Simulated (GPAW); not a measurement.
The system is KF (Carobbiite).

```
K F
1.0
     0.00000    2.67185    2.67185
     2.67185    0.00000    2.67185
     2.67185    2.67185    0.00000
K F
1 1
Cartesian
  0.0000 0.0000 0.0000
  2.6719 2.6719 2.6719
```

| Property | Result |
| --- | --- |
| Program | GPAW 26.7.0 |
| Task | relaxation of cell and atoms |
| Functional | PBEsol |
| Dispersion | D3(BJ)+ATM |
| Potentials or basis | PAW data sets generated in the run's folder for this functional |
| Cutoff | 800 eV |
| Basis | pw |
| k mesh | 9 × 9 × 9 |
| Occupations | fermi-dirac, width 0.05 eV |
| Spin | no spin polarisation |

At the start: pressure -2.8 GPa; volume 19.07 Å³/atom.

Where does the relaxation end?

Over 4 steps the energy falls by 6.1 meV/atom and the volume is 17.58 Å³/atom (-7.8 %); space group Fm-3m (No. 225, to 0.05 Å).

Step by step:
| step | energy change (eV) | largest force (eV/Å) | pressure (GPa) | volume (Å³) |
| --- | --- | --- | --- | --- |
| 1 | 0.0000 | 0.0000 | -2.76 | 38.15 |
| 2 | -0.0030 | 0.0000 | -2.57 | 37.88 |
| 3 | -0.0093 | 0.0000 | 0.44 | 34.76 |
| 4 | -0.0122 | 0.0000 | -0.05 | 35.16 |

Final structure:
```
K F
1.0
     0.00000    2.60030    2.60030
     2.60030    0.00000    2.60030
     2.60030    2.60030    0.00000
K F
1 1
Direct
  0.00000 0.00000 0.00000
  0.50000 0.50000 0.50000
```

Caveat: later steps reuse the first step's grids.
